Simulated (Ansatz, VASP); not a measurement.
## One calculation of Ti, two programs

```
Ti
1.0
    -1.64100    1.64100    1.64100
     1.64100   -1.64100    1.64100
     1.64100    1.64100   -1.64100
Ti
1
Direct
  0.00000 0.00000 0.00000
```

This isn't the form of Ti at room conditions, which is hcp.

Alike in both runs: task relaxation of cell and atoms; functional PBE; dispersion D4; k mesh 11 × 11 × 11; occupations fermi-dirac, width 0.05 eV; no spin polarisation.

|  | VASP | Ansatz |
| --- | --- | --- |
| version | VASP 6.6.1 | Ansatz 0.2.0 |
| potentials or method | VASP PAW PBE potentials, release 64 (Ti_sv) | Ansatz PAW |
| plane-wave cutoff (eV) | 600 | 420 |
| valence electrons in the cell | 12 | 12 |

Ansatz gave:

| Quantity | Value |
| --- | --- |
| gap on the k mesh at the Fermi level, each at its own relaxed structure (eV) | none |
| relaxed volume (Å³/atom) | 16.94 |
| relaxed cell length with the largest relative difference (Å) | 2.802 |
| energy change over the relaxation (meV/atom) | -10 |

Question: What did VASP give for the same quantities?

Answer: gap on the k mesh at the Fermi level, each at its own relaxed structure (eV): none; relaxed volume (Å³/atom): 16.89; relaxed cell length with the largest relative difference (Å): 2.800; energy change over the relaxation (meV/atom): -11.

A gap of «none» marks a metal or a gap that the smearing closes.

Caveats: pairwise dispersion overbinds metals, which lowers pressure and volume; the plane-wave basis is chosen anew once the cell has moved, so the energies of steps on either side of that aren't comparable (Ansatz).
